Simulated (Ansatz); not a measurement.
**Beta-Sn (white tin) under PBE: testing the Methfessel-Paxton smearing**

How small must the Methfessel-Paxton smearing width be for energy and pressure to settle? The geometry was relaxed under PBE beforehand and stays fixed; 7 values are run, from 0.01 to 1.0 eV. Wanted are the values from which on the energy stays within 10 and 1 meV/atom, and the pressure within 0.5 GPa, of the narrowest run. Within the series other settings stay, but some runs also write fields, which adds to their time. Spin polarisation is left out.

Method: DFT PBE, plane waves with PAW, scalar-relativistic, in Ansatz 0.2.0.

### 1 The starting structure

It takes space group I4_1/amd (No. 141, tetragonal). Conventional cell: a = 5.956 Å, b = 5.956 Å, c = 3.206 Å, α = 90.00°, β = 90.00°, γ = 90.00°. Sn (site symmetry -4m2) is surrounded by 6 Sn at 3.08 to 3.21 Å.

Structure file:

```xyz
2
Lattice="-2.9773 2.9790 1.6031 2.9790 -2.9773 1.6031 2.9771 2.9771 -1.6000" Properties=species:S:1:pos:R:3 pbc="T T T"
Sn    2.9789   -2.9772    1.6031
Sn    0.0004    2.9783    0.8031
```

### 2 Width 0.01 eV

The run at 0.01 eV.

input.yaml reads:

```yaml
crystal:
  lattice:
    - [-2.9773321013, 2.9790067394, 1.6030901642]
    - [2.9790067394, -2.9773321013, 1.6030901642]
    - [2.9770686044, 2.9770686044, -1.600020461]
  atoms:
    - { symbol: Sn, position: [2.31878e-05, 0.9999768122, 0.0] }
    - { symbol: Sn, position: [0.7499768122, 0.2500231878, 0.5] }
hamiltonian:
  xc: pbe
  pseudopotentials:
    kind: paw
    azcp:
      Sn: "pseudopotentials/Sn.paw.azcp"
basis:
  ecutwfc: 420
  fft_grid_basis: typed
kpoints:
  mp_grid: { grid: [11, 11, 8], shift: [0, 0, 0] }
magnetization:
  spin_polarized: false
scf:
  occupations: { method: methfessel_paxton, width: 0.01 }
  lower_state_search: "off"
output:
  stress: true
  write_density: true
  write_potential: true
  elf: true
  volumetric_format: npy
```

Command:

```
$ ansatz run input.yaml --threads 1 --pin off --max-ram 3584MiB --backend cpu --events-out ev --progress --plain --runs-dir out
```

Output (excerpt; [...] marks lines left out):

```text
[...]
Pseudopotentials: kind: paw
Pseudopotential: Sn, paw, valence charge 14, recommended cutoff 420 eV (normal), <dir>
Functional definition: PBE
[...]
Crystal: 2 atoms, lattice volume = 56.869 Å³
Basis set: ecut = 420 eV, 1113 PW (Γ)
Bands: 18, of which v1, the nominal top of the filled ones, is band 14 counted from 1 (13 counted from 0)
Symmetry: 4 space group operations
Space group: C2/c (ITA 15), of the structure as read, at distance tolerance 3.8e-5 Å
k-points: 270 of 968
[...]
SCF iter   1: F=—  HF=-12048.352176 eV  |F-HF|=—  |Δ(HF+E_count)|=         —  Δρ=8.58e-4  dr2=2.54e-4  ethr=1.77e-3  ⟨swp⟩=6.1  Hψ=25250  notcnv=0
[...]
SCF iter   5: F=-12048.350991 eV  HF=-12048.350991 eV  |F-HF|=2.10e-8  |Δ(HF+E_count)|=   9.59e-7  S|Δr|=    0.00e0  Δρ=5.90e-6  dr2=1.65e-8  ethr=3.57e-10  ⟨swp⟩=8.1  Hψ=32899  notcnv=0
[...]
SCF converged after 5 iterations
Stability not checked: this state was not tested for a lower state beside it, because cold or Methfessel-Paxton smearing, or corrected tetrahedra, fill the levels in a way that the test cannot read (fill_not_monotonic; see scf.lower_state_search)
Free energy (F): -12048.350991 eV
[...]
E sigma→0 (E₀):  -12048.350988 eV
Entropy (-TS):   -0.000012 eV (-0.006 meV/atom)
Fermi energy:    10.022797 eV
[...]
--- Stress (GPa, compression-positive) ---
        0.010549       0.126971      -0.066282
        0.126971       0.010549      -0.066282
       -0.066282      -0.066282      -0.164737
  P = ⅓ Tr σ = -0.0479 GPa (-0.479 kbar)
--- Band table (eV; the first three rows and the last of 270) ---
  k-point 0: bands = ["-11.5366", "-11.4768", "-11.4280", "-11.4263", "-11.2883", "-11.2877", "-11.2796", "-11.2789", "-11.2088", "-11.1124", "-0.7392", "6.1729", "8.1576", "8.1591", "13.0589", "15.9550", "15.9551", "16.7630"]
[...]
```

It took 27 s on 1 thread of Intel Xeon Platinum 8259CL at 2.50GHz (Skylake/Cascade Lake), shared host; peak memory 0.67 GiB.

### 3 Width 0.03 eV

The run at 0.03 eV.

Edit input.yaml of step 2 so:

```diff
@@ -22,3 +22,3 @@
 scf:
-  occupations: { method: methfessel_paxton, width: 0.01 }
+  occupations: { method: methfessel_paxton, width: 0.03 }
   lower_state_search: "off"
@@ -26,5 +26 @@
   stress: true
-  write_density: true
-  write_potential: true
-  elf: true
-  volumetric_format: npy
```

Command:

```
$ ansatz run input.yaml --threads 1 --pin off --max-ram 3584MiB --backend cpu --events-out ev --progress --plain --runs-dir out
```

Output (excerpt; [...] marks lines left out):

```text
[...]
[... 3 set-up lines as earlier in the session ...]
[...]
Crystal: 2 atoms, lattice volume = 56.869 Å³
Basis set: ecut = 420 eV, 1113 PW (Γ)
Bands: 18, of which v1, the nominal top of the filled ones, is band 14 counted from 1 (13 counted from 0)
[... 2 set-up lines as earlier in the session ...]
k-points: 270 of 968
[...]
SCF iter   1: F=—  HF=-12048.352200 eV  |F-HF|=—  |Δ(HF+E_count)|=         —  Δρ=8.63e-4  dr2=2.60e-4  ethr=1.77e-3  ⟨swp⟩=6.1  Hψ=25034  notcnv=0
[...]
SCF iter   6: F=-12048.351014 eV  HF=-12048.351014 eV  |F-HF|=3.82e-10  |Δ(HF+E_count)|=   1.20e-7  S|Δr|=    0.00e0  Δρ=1.55e-6  dr2=1.14e-9  ethr=3.57e-10  ⟨swp⟩=4.9  Hψ=17982  notcnv=0
[...]
SCF converged after 6 iterations
Stability not checked: this state was not tested for a lower state beside it, because cold or Methfessel-Paxton smearing, or corrected tetrahedra, fill the levels in a way that the test cannot read (fill_not_monotonic; see scf.lower_state_search)
Free energy (F): -12048.351014 eV
[...]
E sigma→0 (E₀):  -12048.351001 eV
Entropy (-TS):   -0.000051 eV (-0.026 meV/atom)
Fermi energy:    10.028280 eV
[...]
--- Stress (GPa, compression-positive) ---
        0.009474       0.120116      -0.066357
        0.120116       0.009474      -0.066357
       -0.066357      -0.066357      -0.172715
  P = ⅓ Tr σ = -0.0513 GPa (-0.513 kbar)
```

It took 21 s on 1 thread of Intel Xeon Platinum 8259CL at 2.50GHz (Skylake/Cascade Lake), shared host; peak memory 0.66 GiB.

### 4 Width 0.1 eV

The run at 0.1 eV.

Edit input.yaml of step 3 so:

```diff
@@ -22,3 +22,3 @@
 scf:
-  occupations: { method: methfessel_paxton, width: 0.03 }
+  occupations: { method: methfessel_paxton, width: 0.1 }
   lower_state_search: "off"
```

Command:

```
$ ansatz run input.yaml --threads 1 --pin off --max-ram 3584MiB --backend cpu --events-out ev --progress --plain --runs-dir out
```

Output (excerpt; [...] marks lines left out):

```text
[...]
[... 3 set-up lines as earlier in the session ...]
[...]
Crystal: 2 atoms, lattice volume = 56.869 Å³
Basis set: ecut = 420 eV, 1113 PW (Γ)
Bands: 18, of which v1, the nominal top of the filled ones, is band 14 counted from 1 (13 counted from 0)
[... 2 set-up lines as earlier in the session ...]
k-points: 270 of 968
[...]
SCF iter   1: F=—  HF=-12048.352388 eV  |F-HF|=—  |Δ(HF+E_count)|=         —  Δρ=8.65e-4  dr2=2.66e-4  ethr=1.77e-3  ⟨swp⟩=5.6  Hψ=24250  notcnv=0
[...]
SCF iter   6: F=-12048.351199 eV  HF=-12048.351199 eV  |F-HF|=5.04e-10  |Δ(HF+E_count)|=   1.22e-7  S|Δr|=    0.00e0  Δρ=1.39e-6  dr2=9.49e-10  ethr=3.57e-10  ⟨swp⟩=4.9  Hψ=17989  notcnv=0
[...]
SCF converged after 6 iterations
Stability not checked: this state was not tested for a lower state beside it, because cold or Methfessel-Paxton smearing, or corrected tetrahedra, fill the levels in a way that the test cannot read (fill_not_monotonic; see scf.lower_state_search)
Free energy (F): -12048.351199 eV
[...]
E sigma→0 (E₀):  -12048.351221 eV
Entropy (-TS):   0.000089 eV (0.045 meV/atom)
Fermi energy:    10.022921 eV
[...]
--- Stress (GPa, compression-positive) ---
        0.013838       0.052594      -0.064009
        0.052594       0.013838      -0.064009
       -0.064009      -0.064009      -0.168600
  P = ⅓ Tr σ = -0.0470 GPa (-0.470 kbar)
```

Wall time 16 s (1 thread of Intel Xeon Platinum 8259CL at 2.50GHz (Skylake/Cascade Lake), shared host); peak memory 0.66 GiB.

### 5 Width 0.2 eV

The run at 0.2 eV.

Edit input.yaml of step 4 so:

```diff
@@ -22,3 +22,3 @@
 scf:
-  occupations: { method: methfessel_paxton, width: 0.1 }
+  occupations: { method: methfessel_paxton, width: 0.2 }
   lower_state_search: "off"
```

Command:

```
$ ansatz run input.yaml --threads 1 --pin off --max-ram 3584MiB --backend cpu --events-out ev --progress --plain --runs-dir out
```

Output (excerpt; [...] marks lines left out):

```text
[...]
[... 3 set-up lines as earlier in the session ...]
[...]
Crystal: 2 atoms, lattice volume = 56.869 Å³
Basis set: ecut = 420 eV, 1113 PW (Γ)
Bands: 18, of which v1, the nominal top of the filled ones, is band 14 counted from 1 (13 counted from 0)
[... 2 set-up lines as earlier in the session ...]
k-points: 270 of 968
[...]
SCF iter   1: F=—  HF=-12048.351620 eV  |F-HF|=—  |Δ(HF+E_count)|=         —  Δρ=8.72e-4  dr2=2.73e-4  ethr=1.77e-3  ⟨swp⟩=5.3  Hψ=23309  notcnv=0
[...]
SCF iter   6: F=-12048.350428 eV  HF=-12048.350428 eV  |F-HF|=6.55e-10  |Δ(HF+E_count)|=   8.91e-8  S|Δr|=    0.00e0  Δρ=1.50e-6  dr2=8.42e-10  ethr=3.57e-10  ⟨swp⟩=4.9  Hψ=17934  notcnv=0
[...]
SCF converged after 6 iterations
Stability not checked: this state was not tested for a lower state beside it, because cold or Methfessel-Paxton smearing, or corrected tetrahedra, fill the levels in a way that the test cannot read (fill_not_monotonic; see scf.lower_state_search)
Free energy (F): -12048.350428 eV
[...]
E sigma→0 (E₀):  -12048.350917 eV
Entropy (-TS):   0.001956 eV (0.978 meV/atom)
Fermi energy:    10.012765 eV
[...]
--- Stress (GPa, compression-positive) ---
       -0.009183       0.001188      -0.009308
        0.001188      -0.009183      -0.009308
       -0.009308      -0.009308      -0.152798
  P = ⅓ Tr σ = -0.0571 GPa (-0.571 kbar)
```

Run time: 18 s. Hardware: 1 thread of Intel Xeon Platinum 8259CL at 2.50GHz (Skylake/Cascade Lake), shared host; peak memory 0.68 GiB.

### 6 Width 0.3 eV

The run at 0.3 eV.

Edit input.yaml of step 5 so:

```diff
@@ -22,3 +22,3 @@
 scf:
-  occupations: { method: methfessel_paxton, width: 0.2 }
+  occupations: { method: methfessel_paxton, width: 0.3 }
   lower_state_search: "off"
@@ -26 +26,5 @@
   stress: true
+  write_density: true
+  write_potential: true
+  elf: true
+  volumetric_format: npy
```

Command:

```
$ ansatz run input.yaml --threads 1 --pin off --max-ram 3584MiB --backend cpu --events-out ev --progress --plain --runs-dir out
```

Output (excerpt; [...] marks lines left out):

```text
[...]
[... 3 set-up lines as earlier in the session ...]
[...]
Crystal: 2 atoms, lattice volume = 56.869 Å³
Basis set: ecut = 420 eV, 1113 PW (Γ)
Bands: 18, of which v1, the nominal top of the filled ones, is band 14 counted from 1 (13 counted from 0)
[... 2 set-up lines as earlier in the session ...]
k-points: 270 of 968
[...]
SCF iter   1: F=—  HF=-12048.350558 eV  |F-HF|=—  |Δ(HF+E_count)|=         —  Δρ=8.77e-4  dr2=2.77e-4  ethr=1.77e-3  ⟨swp⟩=5.2  Hψ=22417  notcnv=0
[...]
SCF iter   6: F=-12048.349364 eV  HF=-12048.349364 eV  |F-HF|=5.78e-10  |Δ(HF+E_count)|=   7.83e-8  S|Δr|=    0.00e0  Δρ=1.52e-6  dr2=8.74e-10  ethr=3.57e-10  ⟨swp⟩=10.0  Hψ=35477  notcnv=0
[...]
SCF converged after 6 iterations
Stability not checked: this state was not tested for a lower state beside it, because cold or Methfessel-Paxton smearing, or corrected tetrahedra, fill the levels in a way that the test cannot read (fill_not_monotonic; see scf.lower_state_search)
Free energy (F): -12048.349364 eV
[...]
E sigma→0 (E₀):  -12048.350256 eV
Entropy (-TS):   0.003569 eV (1.784 meV/atom)
Fermi energy:    10.016978 eV
[...]
--- Stress (GPa, compression-positive) ---
       -0.059577      -0.014031       0.022386
       -0.014031      -0.059577       0.022386
        0.022386       0.022386      -0.099240
  P = ⅓ Tr σ = -0.0728 GPa (-0.728 kbar)
--- Band table (eV; the first three rows and the last of 270) ---
  k-point 0: bands = ["-11.5373", "-11.4770", "-11.4281", "-11.4272", "-11.2884", "-11.2882", "-11.2797", "-11.2795", "-11.2096", "-11.1132", "-0.7393", "6.1730", "8.1573", "8.1586", "13.0586", "15.9546", "15.9548", "16.7630"]
[...]
```

Run time: 25 s. Hardware: 1 thread of Intel Xeon Platinum 8259CL at 2.50GHz (Skylake/Cascade Lake), shared host; peak memory 0.67 GiB.

### 7 Width 0.6 eV

The run at 0.6 eV.

Edit input.yaml of step 6 so:

```diff
@@ -22,3 +22,3 @@
 scf:
-  occupations: { method: methfessel_paxton, width: 0.3 }
+  occupations: { method: methfessel_paxton, width: 0.6 }
   lower_state_search: "off"
```

Command:

```
$ ansatz run input.yaml --threads 1 --pin off --max-ram 3584MiB --backend cpu --events-out ev --progress --plain --runs-dir out
```

Output (excerpt; [...] marks lines left out):

```text
band count auto-derived: 19 (N_el = 28.0; filled up to band 14; 18 by the electrons, moments and atoms)
[...]
[... 3 set-up lines as earlier in the session ...]
[...]
Crystal: 2 atoms, lattice volume = 56.869 Å³
Basis set: ecut = 420 eV, 1113 PW (Γ)
Bands: 19, of which v1, the nominal top of the filled ones, is band 14 counted from 1 (13 counted from 0)
[... 2 set-up lines as earlier in the session ...]
k-points: 270 of 968
[...]
SCF iter   1: F=—  HF=-12048.346527 eV  |F-HF|=—  |Δ(HF+E_count)|=         —  Δρ=8.80e-4  dr2=2.74e-4  ethr=1.77e-3  ⟨swp⟩=5.2  Hψ=23730  notcnv=0
[...]
SCF iter   6: F=-12048.345348 eV  HF=-12048.345348 eV  |F-HF|=3.67e-10  |Δ(HF+E_count)|=   7.44e-8  S|Δr|=    0.00e0  Δρ=1.91e-6  dr2=1.27e-9  ethr=3.57e-10  ⟨swp⟩=10.3  Hψ=38702  notcnv=0
[...]
SCF converged after 6 iterations
Stability not checked: this state was not tested for a lower state beside it, because cold or Methfessel-Paxton smearing, or corrected tetrahedra, fill the levels in a way that the test cannot read (fill_not_monotonic; see scf.lower_state_search)
Free energy (F): -12048.345348 eV
[...]
E sigma→0 (E₀):  -12048.347494 eV
Entropy (-TS):   0.008582 eV (4.291 meV/atom)
Fermi energy:    10.028281 eV
[...]
--- Stress (GPa, compression-positive) ---
       -0.110384       0.013765      -0.017153
        0.013765      -0.110384      -0.017153
       -0.017153      -0.017153      -0.031832
  P = ⅓ Tr σ = -0.0842 GPa (-0.842 kbar)
--- Band table (eV; the first three rows and the last of 270) ---
  k-point 0: bands = ["-11.5376", "-11.4774", "-11.4285", "-11.4274", "-11.2887", "-11.2886", "-11.2800", "-11.2799", "-11.2098", "-11.1134", "-0.7395", "6.1728", "8.1573", "8.1586", "13.0587", "15.9545", "15.9548", "16.7628", "16.8677"]
[...]
```

Run time: 28 s. Hardware: 1 thread of Intel Xeon Platinum 8259CL at 2.50GHz (Skylake/Cascade Lake), shared host; peak memory 0.69 GiB.

### 8 Width 1.0 eV

The run at 1.0 eV.

Edit input.yaml of step 7 so:

```diff
@@ -22,3 +22,3 @@
 scf:
-  occupations: { method: methfessel_paxton, width: 0.6 }
+  occupations: { method: methfessel_paxton, width: 1.0 }
   lower_state_search: "off"
```

Command:

```
$ ansatz run input.yaml --threads 1 --pin off --max-ram 3584MiB --backend cpu --events-out ev --progress --plain --runs-dir out
```

Output (excerpt; [...] marks lines left out):

```text
band count auto-derived: 20 (N_el = 28.0; filled up to band 14; 18 by the electrons, moments and atoms)
[...]
[... 3 set-up lines as earlier in the session ...]
[...]
Crystal: 2 atoms, lattice volume = 56.869 Å³
Basis set: ecut = 420 eV, 1113 PW (Γ)
Bands: 20, of which v1, the nominal top of the filled ones, is band 14 counted from 1 (13 counted from 0)
[... 2 set-up lines as earlier in the session ...]
k-points: 270 of 968
[...]
SCF iter   1: F=—  HF=-12048.339196 eV  |F-HF|=—  |Δ(HF+E_count)|=         —  Δρ=8.77e-4  dr2=2.86e-4  ethr=1.77e-3  ⟨swp⟩=5.1  Hψ=24873  notcnv=0
[...]
SCF iter   6: F=-12048.338038 eV  HF=-12048.338038 eV  |F-HF|=5.31e-10  |Δ(HF+E_count)|=   1.12e-7  S|Δr|=    0.00e0  Δρ=2.07e-6  dr2=1.45e-9  ethr=3.57e-10  ⟨swp⟩=10.3  Hψ=40435  notcnv=0
[...]
SCF converged after 6 iterations
Stability not checked: this state was not tested for a lower state beside it, because cold or Methfessel-Paxton smearing, or corrected tetrahedra, fill the levels in a way that the test cannot read (fill_not_monotonic; see scf.lower_state_search)
Free energy (F): -12048.338038 eV
[...]
E sigma→0 (E₀):  -12048.342961 eV
Entropy (-TS):   0.019691 eV (9.846 meV/atom)
Fermi energy:    10.039877 eV
[...]
--- Stress (GPa, compression-positive) ---
       -0.059246       0.004929      -0.019395
        0.004929      -0.059246      -0.019395
       -0.019395      -0.019395      -0.062077
  P = ⅓ Tr σ = -0.0602 GPa (-0.602 kbar)
--- Band table (eV; the first three rows and the last of 270) ---
  k-point 0: bands = ["-11.5376", "-11.4772", "-11.4283", "-11.4274", "-11.2885", "-11.2885", "-11.2798", "-11.2798", "-11.2098", "-11.1135", "-0.7396", "6.1727", "8.1572", "8.1584", "13.0582", "15.9544", "15.9547", "16.7627", "16.8676", "19.5540"]
[...]
```

Wall time 27 s (1 thread of Intel Xeon Platinum 8259CL at 2.50GHz (Skylake/Cascade Lake), shared host); peak memory 0.69 GiB.

### 9 The series

Differences are taken from the run at 0.01 eV.

```csv
smearing (eV),F (meV/atom),E(σ → 0) (meV/atom),P (GPa),SCF cycles,CPU time
0.01,0.00,0.00,-0.05,5,27 s
0.03,-0.01,-0.01,-0.05,6,21 s
0.1,-0.10,-0.12,-0.05,6,16 s
0.2,0.28,0.04,-0.06,6,18 s
0.3,0.81,0.37,-0.07,6,25 s
0.6,2.82,1.75,-0.08,6,28 s
1.0,6.48,4.01,-0.06,6,27 s
```

### 10 What came out

| quantity | value |
| --- | --- |
| E(σ → 0) stays within 10 meV/atom of 0.01 eV | up to 1.0 eV |
| E(σ → 0) stays within 1 meV/atom | up to 0.3 eV |
| pressure stays within 0.5 GPa | up to 1.0 eV |
| pressure at 0.01 eV | -0.05 GPa |
| energy of a separate run on a finer mesh (18×18×12) | +5.2 meV/atom from 0.01 eV |

What this shows: The far end, 1.0 eV, lies +4.0 meV/atom and 0.0 GPa from the yardstick. Over the range F shifts by +6.5 meV/atom, while E(σ → 0) shifts by +4.0. This scheme cancels the term in the square of the width, so F moves little up to 0.2 eV. The mesh (11×11×8) is fixed, so the narrowest widths carry a k-point error of their own. The yardstick itself is unsettled by 5.2 meV/atom against the finer mesh, so the thresholds above hold only within this series, and wider smearing, which averages over more states, can land nearer the fine-mesh value than the narrowest does. The cell taken over is 5 % larger than the measured one (27.05 Å³/atom, COD).
